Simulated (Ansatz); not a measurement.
Runs of Ansatz 0.2.0 on AlNi. The structure is cubic, space group Pm-3m (No. 221). Conventional cell: a = 2.881 Å, b = 2.881 Å, c = 2.881 Å, α = 90.00°, β = 90.00°, γ = 90.00°. Around Ni (site symmetry m-3m) lie 8 Al at 2.50 Å. Al (site symmetry m-3m) is surrounded by 8 Ni at 2.50 Å. 

| task | level | U | cutoff (eV) | gap on the mesh (eV) | pressure (GPa) | moment (μB) |
| --- | --- | --- | --- | --- | --- | --- |
| density of states | PBEsol | - | 255 | none | -3.4 | 0.00 |
| density of states | PBEsol+U | Ni d U = 6 eV | 255 | none | -4.6 | 0.00 |
| density of states | PBEsol+U | Ni d U = 8 eV | 255 | none | -4.5 | 0.00 |
| density of states | PBEsol+U | Ni d U = 2 eV | 255 | none | (a) | 0.00 |

Alike in all rows: potentials or basis all-electron LAPW, scalar-relativistic; spin collinear, ferromagnetic start; cell as given; k mesh 9 × 9 × 9; smearing fermi-dirac 0.05 eV; basis error allowed 0.001 eV/atom.

Question: Estimate the missing entries.

Answer: (a) -4.0.

Caveats: the starting moments weren't kept; the magnetic state may not be the lowest (some runs); U is the effective U less J, on atomic orbitals that reach past the spheres (some runs); the U is typed as a test and isn't derived for this compound (some runs).

A gap of «none» marks a metal or a gap under the smearing width.
